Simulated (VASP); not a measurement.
# TiTe2 (P-3m1) in VASP: notebook, part 2 of 2

VASP 6.6.1.

### 6 Single point, HSE06

POSCAR reads:

```
TiTe2
1.0
    3.7770000000      0.0000000000      0.0000000000
   -1.8885000000      3.2709779501      0.0000000000
    0.0000000000      0.0000000000      6.4980000000
Te Ti
2 1
Direct
    0.3333333333      0.6666666667      0.7372000000
    0.6666666667      0.3333333333      0.2628000000
    0.0000000000      0.0000000000      0.0000000000
```

INCAR.step1 reads:

```
PREC     = Accurate       # precision mode
ENCUT    = 350            # plane-wave cutoff, eV
EDIFF    = 1E-5           # SCF threshold, eV
ISMEAR   = 0              # smearing method
SIGMA    = 0.01           # smearing width, eV
LREAL    = F              # projectors in reciprocal space
LASPH    = T              # aspherical terms in the spheres
NELM     = 100            # most SCF steps
ALGO     = Normal         # electronic algorithm
ISIF     = 2              # what is computed and relaxed
LWAVE    = T              # write WAVECAR
LCHARG   = F              # write CHGCAR
NBANDS   = 20             # bands
NKRED    = 3            
GGA      = PE             # functional
```

INCAR.step2 reads:

```
PREC     = Accurate       # precision mode
ENCUT    = 350            # plane-wave cutoff, eV
EDIFF    = 1E-6           # SCF threshold, eV
ISMEAR   = 0              # smearing method
SIGMA    = 0.01           # smearing width, eV
LREAL    = F              # projectors in reciprocal space
LASPH    = T              # aspherical terms in the spheres
NELM     = 100            # most SCF steps
ALGO     = Normal         # electronic algorithm
ISIF     = 2              # what is computed and relaxed
LWAVE    = F              # write WAVECAR
LCHARG   = F              # write CHGCAR
GGA      = PE             # functional
LHFCALC  = T              # exact exchange
HFSCREEN = 0.2            # screening, 1/A
PRECFOCK = Fast         
NBANDS   = 20             # bands
NKRED    = 3            
ISTART   = 1
```

KPOINTS reads:

```
regular mesh
0
Gamma
  6 6 3
```

Potentials or basis: VASP PAW PBE potentials, release 64 (Te, Ti_sv).

On the command line:

```
$ cat potpaw_PBE.64/Te/POTCAR potpaw_PBE.64/Ti_sv/POTCAR > POTCAR
$ cp INCAR.step1 INCAR
$ mpirun -np 1 vasp_std > vasp.out
$ cp INCAR.step2 INCAR
$ mpirun -np 1 vasp_std > vasp.out
```

OUTCAR:

```text
PREC = Accurate
   ENCUT = 350
   EDIFF = 1E-6
   ISMEAR = 0
   LREAL = F
   LASPH = T
   NELM = 100
   ISIF = 2
   GGA = PE
   LHFCALC = T
   HFSCREEN = 0.2
   PRECFOCK = Fast
   NKRED = 3
   ISTART = 1

 Found     17 irreducible k-points:

 Following reciprocal coordinates:
            Coordinates               Weight
  0.000000  0.000000  0.000000      1.000000
  0.166667  0.000000  0.000000      6.000000
  0.333333  0.000000  0.000000      6.000000
  0.500000  0.000000  0.000000      3.000000
  0.166667  0.166667  0.000000      6.000000
  0.333333  0.166667  0.000000     12.000000
   k-points           NKPTS =     17   k-points in BZ     NKDIM =    108   number of bands    NBANDS=     20
   number of dos      NEDOS =    301   number of ions     NIONS =      3
   total plane-waves  NPLWV =  23040
   dimension x,y,z NGX =    24 NGY =   24 NGZ =   40
   dimension x,y,z NGXF=    48 NGYF=   48 NGZF=   80
   ions per type =               2   1
   NGX,Y,Z   is equivalent  to a cutoff of  10.56, 10.56, 10.23 a.u.
   NGXF,Y,Z  is equivalent  to a cutoff of  21.13, 21.13, 20.47 a.u.
 SYSTEM =  unknown system
   PREC   = accura    normal or accurate (medium, high low for compatibility)
[... 59 lines left out ...]
  ext. energy  EPLUGINS =         0.00000000
  ---------------------------------------------------
  free energy    TOTEN  =       -20.48617658 eV

  energy without entropy =      -20.48598028  energy(sigma->0) =      -20.48607843

 E-fermi :   7.0158     XC(G=0):  -8.1883

 val. band max:        6.3294070412   @ k =   0.3333   0.0000   0.3333
 cond. band min:       7.0226579503   @ k =   0.1667   0.0000   0.0000
 fundamental gap:      0.6932509091
 Fermi energy:         7.0158172468

 k-point     1 :       0.0000    0.0000    0.0000
  band No.  band energies     occupation
      1     -55.7371      2.00000
      2     -30.3909      2.00000
      3     -30.3909      2.00000
      4     -30.2720      2.00000
      5      -7.0608      2.00000
      6      -5.3155      2.00000
[... 127 lines left out ...]
     19      14.3559      0.00000
     20      14.5328      0.00000

 [... further k-points ...]
[... 5 lines left out ...]
  --------------------------------------------------------------------------------------
  -------------------------------------------------------------------------------------
  Total       -1.2264419     -1.2264419     -1.2067077     -0.0000000      0.0000000     -0.0000000
  in kB      -24.4767219    -24.4767219    -24.0828772     -0.0000000      0.0000000     -0.0000000
  external PRESSURE =     -24.3454404 kB  Pullay stress =       0.0000000 kB

 VOLUME and BASIS-vectors are now :
 -----------------------------------------------------------------------------
  energy-cutoff  :      350.00
  volume of cell :       80.28
      direct lattice vectors                 reciprocal lattice vectors
     3.777000000  0.000000000  0.000000000     0.264760392  0.152859484  0.000000000
    -1.888500000  3.270977950  0.000000000     0.000000000  0.305718967  0.000000000
     0.000000000  0.000000000  6.498000000     0.000000000  0.000000000  0.153893506

 POSITION                                       TOTAL-FORCE (eV/Angst)
 -----------------------------------------------------------------------------------
     -0.00000      2.18065      4.79033        -0.000000      0.000000      0.284097
      1.88850      1.09033      1.70767         0.000000      0.000000     -0.284097
      0.00000      0.00000      0.00000        -0.000000      0.000000      0.000000
 -----------------------------------------------------------------------------------
    total drift:                                0.000000      0.000000      0.000000

  FREE ENERGIE OF THE ION-ELECTRON SYSTEM (eV)
  ---------------------------------------------------
  free  energy   TOTEN  =       -20.4861765790 eV

  energy  without entropy=      -20.4859802776  energy(sigma->0) =      -20.48607843
```

OUTCAR.step1:

```text
PREC = Accurate
   ENCUT = 350
   EDIFF = 1E-5
   ISMEAR = 0
   LREAL = F
[... 252 lines left out ...]
     -0.00000      2.18065      4.79033        -0.000000      0.000000      0.037128
      1.88850      1.09033      1.70767         0.000000      0.000000     -0.037128
      0.00000      0.00000      0.00000         0.000000      0.000000      0.000000
 -----------------------------------------------------------------------------------
    total drift:                                0.000000     -0.000000     -0.000000

  FREE ENERGIE OF THE ION-ELECTRON SYSTEM (eV)
  ---------------------------------------------------
  free  energy   TOTEN  =       -16.1982823744 eV

  energy  without entropy=      -16.1981395389  energy(sigma->0) =      -16.19821096
```

Run time: 46 s. Hardware: 1 thread of Intel Xeon 6975P-C (Granite Rapids), shared host; peak memory 0.27 GiB.

These settings aren't checked as converged: the numbers below hold their error.

What came out:

```
Free energy            : -20.4862 eV
Pressure               : -2.4 GPa
Largest force          : 0.284 eV/Å
Band gap on the k mesh : none (metal or under the smearing width)
```

Caveat: the PAW data sets were made with another functional, which shifts forces and pressure a little; this functional lacks dispersion, which binds the layers, so the pressure and a relaxed spacing across them are unreliable.

### 7 For comparison

An earlier run on the cell as given: functional PBE; potentials or basis VASP PAW PBE potentials, release 64 (Te, Ti_sv); cutoff 520 eV; k mesh 8 × 8 × 4; occupations fermi-dirac, width 0.05 eV; no spin polarisation.

* Pressure: 0.9 GPa
* Largest force: 0.022 eV/Å
* Band gap on the k mesh: none (metal or under the smearing width)
